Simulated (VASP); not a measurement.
**PbS (Galena): how cutoff and mesh change the relaxed cell**

Aim: test the relaxed volume of PbS (Galena) against cutoff and mesh. The starting structure is a measured crystal structure from the Crystallography Open Database. The first relaxation on each setting starts from this cell expanded by 3 % in volume.

Method: Kohn-Sham DFT with plane waves and PAW; PBEsol, in VASP 6.6.1.

### Step 1. The structure

The structure is cubic, space group Fm-3m (No. 225). The conventional cell has a = 5.936 Å, b = 5.936 Å, c = 5.936 Å, α = 90.00°, β = 90.00°, γ = 90.00°. Pb has 6 S at 2.97 Å nearest. S has 6 Pb at 2.97 Å nearest. Farther neighbours and most contacts between anions are not listed.

Structure file:

```cif
data_structure
_symmetry_space_group_name_H-M 'Fm-3m'
_symmetry_Int_Tables_number 225
_cell_length_a 5.9362
_cell_length_b 5.9362
_cell_length_c 5.9362
_cell_angle_alpha 90.000
_cell_angle_beta 90.000
_cell_angle_gamma 90.000
_cell_volume 209.18
loop_
_atom_site_label
_atom_site_type_symbol
_atom_site_symmetry_multiplicity
_atom_site_Wyckoff_symbol
_atom_site_fract_x
_atom_site_fract_y
_atom_site_fract_z
_atom_site_occupancy
Pb1 Pb 4 a 0.00000 0.00000 0.00000 1
S1 S 4 b 0.50000 0.00000 0.00000 1
```

### Step 2. Reference relaxation

This run starts from the cell of an earlier relaxation, which isn't shown; the restart sets up the plane waves anew.

The input, INCAR:

```
SYSTEM = PbS
PREC = Accurate
ENCUT = 450
EDIFF = 1E-06
NELM = 100
ISMEAR = 0
SIGMA = 0.03
LREAL = .FALSE.
ALGO = Normal
GGA = PS
NBANDS = 16
LORBIT = 11
LWAVE = .FALSE.
LCHARG = .FALSE.
KPAR = 2
IBRION = 2
NSW = 50
ISIF = 3
EDIFFG = -0.004
```

The input, POSCAR:

```
PbS
1.0
    0.0000000000      2.9506935078      2.9506935078
    2.9506935078      0.0000000000      2.9506935078
    2.9506935078      2.9506935078      0.0000000000
Pb S
1 1
Direct
    0.0000000000      0.0000000000      0.0000000000
    0.5000000000      0.5000000000      0.5000000000
```

The input, KPOINTS:

```
Automatic mesh
0
Gamma
6 6 6
0 0 0
```

The projector-augmented-wave data sets are Pb_d and S (PBE family, release 64).

On the command line:

```
$ mpirun -np 2 vasp_std
```

The program printed:

```text
[banner, memory and clock lines left out]
running    2 mpi-ranks, on    1 nodes
 distrk:  each k-point on    1 cores,    2 groups
 distr:  one band on    1 cores,    1 groups

 POSCAR found type information on POSCAR PbS
 POSCAR found :  2 types and       2 ions
|                                                                             |
|               ----> ADVICE to this user running VASP <----                  |
|                                                                             |
|     You enforced a specific xc type in the INCAR file but a different       |
|     [... a line on the potential file left out ...]
|     I HOPE YOU KNOW WHAT YOU ARE DOING!                                     |
|                                                                             |

 LDA part: xc-table for (Slater+PW92), standard interpolation
 POSCAR, INCAR and KPOINTS ok, starting setup
 FFT: planning ... GRIDC
 FFT: planning ... GRID_SOFT
 FFT: planning ... GRID
 WAVECAR not read
 entering main loop
       N       E                     dE             d eps       ncg     rms          rms(c)
DAV:   1     0.149891145697E+03    0.14989E+03   -0.93169E+03   512   0.121E+03
DAV:   2     0.300291313269E+00   -0.14959E+03   -0.14520E+03   568   0.314E+02
DAV:   3    -0.961835662228E+01   -0.99186E+01   -0.98732E+01   664   0.853E+01
DAV:   4    -0.984175895641E+01   -0.22340E+00   -0.22331E+00   672   0.155E+01
DAV:   5    -0.985110334338E+01   -0.93444E-02   -0.93443E-02   736   0.266E+00    0.448E+00
DAV:   6    -0.946337798373E+01    0.38773E+00   -0.11782E+00   848   0.804E+00    0.305E+00
DAV:   7    -0.945967405084E+01    0.37039E-02   -0.10332E-01   656   0.175E+00    0.164E+00
DAV:   8    -0.945949600434E+01    0.17805E-03   -0.10536E-02   648   0.109E+00    0.156E-01
DAV:   9    -0.945927614628E+01    0.21986E-03   -0.19916E-03   824   0.362E-01    0.690E-02
DAV:  10    -0.945933855814E+01   -0.62412E-04   -0.16710E-04   656   0.832E-02    0.282E-02
DAV:  11    -0.945933901494E+01   -0.45681E-06   -0.14157E-05   736   0.394E-02    0.904E-03
DAV:  12    -0.945933908308E+01   -0.68140E-07   -0.87673E-07   472   0.137E-02
   1 F= -.94593391E+01 E0= -.94593391E+01  d E =-.945934E+01
 curvature:   0.00 expect dE= 0.000E+00 dE for cont linesearch  0.000E+00
 trial: gam= 0.00000 g(F)=  0.659E-61 g(S)=  0.175E-06 ort = 0.000E+00 (trialstep = 0.100E+01)
 search vector abs. value=  0.175E-06
 reached required accuracy - stopping structural energy minimisation
```

It took 12 s on 2 MPI ranks of AMD EPYC 7571, shared host; peak memory 0.27 GiB; 22 s of CPU time.

Lines that name or quote the potential files are left out of all logs, and their timing lines are given in words.

From OUTCAR (step 2):

```text
ion  position               nearest neighbor table
   1  0.000  0.000  0.000-   2 2.95   2 2.95   2 2.95   2 2.95   2 2.95   2 2.95
   2  0.500  0.500  0.500-   1 2.95   1 2.95   1 2.95   1 2.95   1 2.95   1 2.95

  LATTYP: Found a face centered cubic cell.
 ALAT       =     5.9013870156

 Subroutine GETGRP returns: Found 48 space group operations
 (whereof 48 operations were pure point group operations)

The static configuration has the point symmetry O_h .

 Found     16 irreducible k-points:

   k-points           NKPTS =     16   k-points in BZ     NKDIM =     16   number of bands    NBANDS=     16

   dimension x,y,z NGX =    30 NGY =   30 NGZ =   30
   dimension x,y,z NGXF=    60 NGYF=   60 NGZF=   60

   ENCUT  =  450.0 eV  33.07 Ry    5.75 a.u.   7.22  7.22  7.22*2*pi/ulx,y,z

   NELECT =      20.0000    total number of electrons

 k-points in reciprocal lattice and weights: Automatic mesh
   0.00000000  0.00000000  0.00000000       0.005
   0.16666667  0.00000000  0.00000000       0.037
   0.33333333  0.00000000  0.00000000       0.037
   0.50000000  0.00000000  0.00000000       0.019
   0.16666667  0.16666667  0.00000000       0.028
   0.33333333  0.16666667  0.00000000       0.111
   0.50000000  0.16666667  0.00000000       0.111
  -0.33333333  0.16666667  0.00000000       0.111
  -0.16666667  0.16666667  0.00000000       0.056
[...]
-0.33333333  0.33333333  0.16666667       0.111
  -0.33333333  0.50000000  0.16666667       0.056

 average (electrostatic) potential at core
       1 -91.1580       2 -85.4309

 E-fermi :   6.0056

 k-point     1 :       0.0000    0.0000    0.0000
  band No.  band energies     occupation
    ...
      6      -7.8554      2.00000
      7      -0.1400      2.00000
      8       3.6410      2.00000
      9       3.6410      2.00000
     10       3.6410      2.00000
     11      11.0958      0.00000
     12      11.0958      0.00000
     13      11.0958      0.00000
     14      12.4951      0.00000
     15      12.4951      0.00000
    ...

 k-point     2 :       0.1667    0.0000    0.0000
  band No.  band energies     occupation
    ...
      6      -7.6127      2.00000
      7      -0.9325      2.00000
      8       3.7174      2.00000
      9       3.7174      2.00000
     10       4.2196      2.00000
     11       9.2300      0.00000
     12       9.8577      0.00000
     13       9.8577      0.00000
     14      12.4121      0.00000
     15      13.1163      0.00000
    ...

 k-point     3 :       0.3333    0.0000    0.0000
  band No.  band energies     occupation
    ...
      6      -6.9921      2.00000
      7      -2.3395      2.00000
      8       3.9158      2.00000
      9       3.9158      2.00000
     10       5.1231      2.00000
     11       7.2676      0.00000
     12       8.3620      0.00000
     13       8.3620      0.00000
     14      13.1038      0.00000
     15      14.5417      0.00000
    ...

  Total        0.0015534      0.0015534      0.0015534      0.0000000      0.0000000      0.0000000
  in kB        0.0484372      0.0484372      0.0484372      0.0000000      0.0000000      0.0000000
  external PRESSURE =       0.0484372 kB  Pullay stress =       0.0000000 kB

  energy-cutoff  :      450.00
  volume of cell :       51.38
      direct lattice vectors                 reciprocal lattice vectors
     0.000000000  2.950693508  2.950693508    -0.169451689  0.169451689  0.169451689
     2.950693508  0.000000000  2.950693508     0.169451689 -0.169451689  0.169451689
     2.950693508  2.950693508  0.000000000     0.169451689  0.169451689 -0.169451689

 POSITION                                       TOTAL-FORCE (eV/Angst)
 -----------------------------------------------------------------------------------
      0.00000      0.00000      0.00000        -0.000000      0.000000      0.000000
      2.95069      2.95069      2.95069         0.000000     -0.000000     -0.000000
 -----------------------------------------------------------------------------------
    total drift:                               -0.000000      0.000000      0.000000

  FREE ENERGIE OF THE ION-ELECTRON SYSTEM (eV)
  ---------------------------------------------------
  free  energy   TOTEN  =        -9.4593390831 eV

  energy  without entropy=       -9.4593390710  energy(sigma->0) =       -9.45933908

 reached required accuracy - stopping structural energy minimisation

 total charge
# of ion       s       p       d       tot
------------------------------------------
    1        1.474   0.522   9.845  11.841
    2        1.347   2.312   0.000   3.659
--------------------------------------------------
tot          2.821   2.834   9.845  15.499

[... 3 further parts left out ...]
```

CONTCAR:

```
PbS
   1.00000000000000
     0.0000000000000000    2.9506935078000001    2.9506935078000001
     2.9506935078000001    0.0000000000000000    2.9506935078000001
     2.9506935078000001    2.9506935078000001    0.0000000000000000
  Pb              S
     1     1
Direct
     0.0000000000000000    0.0000000000000000    0.0000000000000000
     0.5000000000000000    0.5000000000000000    0.5000000000000000
```

The PAW data sets were made with PBE, which is usual practice but a small mismatch for other functionals. The run keeps the 48 symmetry operations of its start, so it cannot find a distortion of lower symmetry.

The reference relaxation ends at 25.690 Å³ an atom. Pressures at 0.985 and 1.015 times this volume, from two more relaxations that aren't shown, give a bulk modulus of 60.3 GPa.

### Step 3. Relaxation with a cutoff of 260 eV

Against step 2 the input has ENCUT = 260. This run starts from the cell of an earlier relaxation, which isn't shown; the restart sets up the plane waves anew.

INCAR: that of step 2 with these lines changed.

```diff
@@ -2,3 +2,3 @@
 PREC = Accurate
-ENCUT = 450
+ENCUT = 260
 EDIFF = 1E-06
```

The input, POSCAR:

```
PbS
1.0
    0.0000000000      2.9438552816      2.9438552816
    2.9438552816      0.0000000000      2.9438552816
    2.9438552816      2.9438552816      0.0000000000
Pb S
1 1
Direct
    0.0000000000      0.0000000000      0.0000000000
    0.5000000000      0.5000000000      0.5000000000
```

KPOINTS is that of step 2.

On the command line:

```
$ mpirun -np 2 vasp_std
```

The program printed:

```text
[banner, memory and clock lines left out]
running    2 mpi-ranks, on    1 nodes
[...]
[... a notice as in an earlier step ...]

 LDA part: xc-table for (Slater+PW92), standard interpolation
 POSCAR, INCAR and KPOINTS ok, starting setup
[...]
entering main loop
       N       E                     dE             d eps       ncg     rms          rms(c)
DAV:   1     0.125164641675E+03    0.12516E+03   -0.66878E+03   528   0.792E+02
DAV:   2    -0.333767999326E+01   -0.12850E+03   -0.12537E+03   624   0.265E+02
DAV:   3    -0.973536642891E+01   -0.63977E+01   -0.63894E+01   624   0.638E+01
DAV:   4    -0.983403842121E+01   -0.98672E-01   -0.98660E-01   664   0.941E+00
[...]
DAV:  10    -0.945313082325E+01   -0.70850E-04   -0.16565E-04   608   0.795E-02    0.310E-02
DAV:  11    -0.945312962404E+01    0.11992E-05   -0.19540E-05   720   0.500E-02    0.830E-03
DAV:  12    -0.945312964279E+01   -0.18746E-07   -0.16287E-06   520   0.168E-02
   1 F= -.94531296E+01 E0= -.94531295E+01  d E =-.945313E+01
[...]
DAV:   2    -0.945322188887E+01    0.57706E-03   -0.10880E-03   672   0.516E-01    0.519E-02
DAV:   3    -0.945313048678E+01    0.91402E-04   -0.36219E-04   696   0.293E-01    0.133E-02
DAV:   4    -0.945313293535E+01   -0.24486E-05   -0.72143E-06   640   0.199E-02    0.608E-03
DAV:   5    -0.945313442843E+01   -0.14931E-05   -0.89280E-07   464   0.115E-02    0.129E-03
DAV:   6    -0.945313448536E+01   -0.56935E-07   -0.16730E-07   384   0.550E-03
   2 F= -.94531345E+01 E0= -.94531343E+01  d E =-.484258E-05
 trial-energy change:   -0.000005  1 .order   -0.000010   -0.000050    0.000029
 step:   0.5278(harm=  0.6293)  dis= 0.00000  next Energy=    -9.453142 (dE=-0.123E-04)
[...]
N       E                     dE             d eps       ncg     rms          rms(c)
DAV:   1    -0.945329041392E+01   -0.15599E-03   -0.43755E-03   624   0.103E+00    0.699E-02
DAV:   2    -0.945316376505E+01    0.12665E-03   -0.24292E-04   672   0.243E-01    0.247E-02
DAV:   3    -0.945314253359E+01    0.21231E-04   -0.81177E-05   672   0.138E-01    0.625E-03
DAV:   4    -0.945314181457E+01    0.71901E-06   -0.15950E-06   440   0.947E-03
   3 F= -.94531418E+01 E0= -.94531417E+01  d E =-.121718E-04
[...]
reached required accuracy - stopping structural energy minimisation
```

Wall time 13 s (2 MPI ranks); peak memory 0.2 GiB.

OUTCAR, selected parts (step 3):

```text
  Total        0.0070060      0.0070060      0.0070060      0.0000000      0.0000000      0.0000000
  in kB        0.2202102      0.2202102      0.2202102      0.0000000      0.0000000      0.0000000
  external PRESSURE =       0.2202102 kB  Pullay stress =       0.0000000 kB

 POSITION                                       TOTAL-FORCE (eV/Angst)
 -----------------------------------------------------------------------------------
      0.00000      0.00000      0.00000        -0.000000     -0.000000     -0.000000
      2.94287      2.94287      2.94287         0.000000      0.000000      0.000000
 -----------------------------------------------------------------------------------
    total drift:                                0.000000     -0.000000     -0.000000

  FREE ENERGIE OF THE ION-ELECTRON SYSTEM (eV)
  ---------------------------------------------------
  free  energy   TOTEN  =        -9.4531418146 eV

  energy  without entropy=       -9.4531415030  energy(sigma->0) =       -9.45314166

[... 2 parts as in an earlier step ...]

[... 2 further parts left out ...]
[key lines of the parts left out:]
E-fermi :   6.1087
```

With a cutoff of 260 eV the cell ends at 25.487 Å³ an atom, -0.79 % from the reference; the bulk modulus is 62.2 GPa against 60.3 GPa.

### Step 4. Relaxation with a 4×4×4 mesh

Against step 2 the input has a 4×4×4 mesh. This run starts from the cell of an earlier relaxation, which isn't shown; the restart sets up the plane waves anew.

INCAR: that of step 3 with these lines changed.

```diff
@@ -2,3 +2,3 @@
 PREC = Accurate
-ENCUT = 260
+ENCUT = 450
 EDIFF = 1E-06
```

The input, POSCAR:

```
PbS
1.0
    0.0000000000      2.9527855007      2.9527855007
    2.9527855007      0.0000000000      2.9527855007
    2.9527855007      2.9527855007      0.0000000000
Pb S
1 1
Direct
    0.0000000000      0.0000000000      0.0000000000
    0.5000000000      0.5000000000      0.5000000000
```

The input, KPOINTS:

```
Automatic mesh
0
Gamma
4 4 4
0 0 0
```

On the command line:

```
$ mpirun -np 2 vasp_std
```

The program printed:

```text
[... set-up lines as in an earlier step ...]
 entering main loop
       N       E                     dE             d eps       ncg     rms          rms(c)
DAV:   1     0.146400150597E+03    0.14640E+03   -0.89963E+03   256   0.121E+03
DAV:   2     0.550798987572E+00   -0.14585E+03   -0.14139E+03   264   0.300E+02
DAV:   3    -0.964535091086E+01   -0.10196E+02   -0.10168E+02   352   0.857E+01
DAV:   4    -0.982952885188E+01   -0.18418E+00   -0.18414E+00   304   0.140E+01
[...]
DAV:  10    -0.944309448106E+01   -0.67671E-04   -0.15415E-04   304   0.832E-02    0.331E-02
DAV:  11    -0.944309403753E+01    0.44353E-06   -0.13473E-05   368   0.382E-02    0.665E-03
DAV:  12    -0.944309412807E+01   -0.90545E-07   -0.67884E-07   232   0.112E-02
   1 F= -.94430941E+01 E0= -.94430941E+01  d E =-.944309E+01
[...]
reached required accuracy - stopping structural energy minimisation
```

Run time: 8.2 s. Hardware: 2 MPI ranks; peak memory 0.26 GiB; 14 s of CPU time.

From OUTCAR (step 4):

```text
  Total        0.0014592      0.0014592      0.0014592      0.0000000      0.0000000      0.0000000
  in kB        0.0454038      0.0454038      0.0454038      0.0000000      0.0000000      0.0000000
  external PRESSURE =       0.0454038 kB  Pullay stress =       0.0000000 kB

 POSITION                                       TOTAL-FORCE (eV/Angst)
 -----------------------------------------------------------------------------------
      0.00000      0.00000      0.00000         0.000000     -0.000000     -0.000000
      2.95279      2.95279      2.95279         0.000000      0.000000      0.000000
 -----------------------------------------------------------------------------------
    total drift:                               -0.000000      0.000000      0.000000

  FREE ENERGIE OF THE ION-ELECTRON SYSTEM (eV)
  ---------------------------------------------------
  free  energy   TOTEN  =        -9.4430941281 eV

  energy  without entropy=       -9.4430941098  energy(sigma->0) =       -9.44309412

[... 1 part as in an earlier step ...]

[... 3 further parts left out ...]
[key lines of the parts left out:]
E-fermi :   5.9782
```

With a 4×4×4 mesh the cell ends at 25.745 Å³ an atom, +0.21 % from the reference; the bulk modulus is 60.4 GPa against 60.3 GPa.

(Continued in part 2 of 2.)

[Lines on the potential files, build, host, timing and source positions are cut from VASP's logs without a mark.]

[Logs are printed without paths, hosts, clocks, repeated set-up lines and the standing remarks that a program may print on its own settings, such as how far it seeks lower states.]

[Hosts, paths, dates, database ids (printed as entryN), source tags and the programs' standing remarks are cut or masked in the printed files.]
